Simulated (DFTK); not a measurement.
## Al under changes of volume

One of the cells (16.603 Å³/atom); the others are scaled copies at fixed shape and fractional positions:

```xyz
1
Lattice="0.0000 2.0248 2.0248 2.0248 0.0000 2.0248 2.0248 2.0248 0.0000" Properties=species:S:1:pos:R:3 pbc="T T T"
Al    0.0000    0.0000    0.0000
```

- Program: DFTK 0.8.2
- Functional: PBE
- Potentials or basis: dojo.nc.sr.pbe.v0_4_1.standard.upf (PBE)
- Cutoff: 707 eV
- k mesh: 11 × 11 × 11
- Occupations: fermi-dirac, width 0.05 eV
- Spin: no spin polarisation

```csv
volume (Å³/atom),energy over the lowest point (meV/atom),pressure (GPa)
15.607,11.83,4.8
15.939,4.06,2.8
16.271,?,?
16.603,0.00,-0.7
16.935,2.93,-2.1
17.267,8.71,-3.4
17.599,17.04,-4.6
```

**Question.** What does the run at 16.271 Å³/atom give?

**Answer.** Energy over the lowest point 0.25 meV/atom; pressure 1.0 GPa.

Worked out: A Birch-Murnaghan fit of order 3 (a polynomial in V^(-2/3)) to the other rows has its minimum at 16.46 Å³/atom with B0 = V·E''(V) = 80 GPa and B' = 4.5. It gives 0.25 meV/atom at 16.271 Å³/atom, against the run's 0.25, and -dE/dV = 0.9 GPa, against 1.0.

Energies are extrapolated to zero smearing.
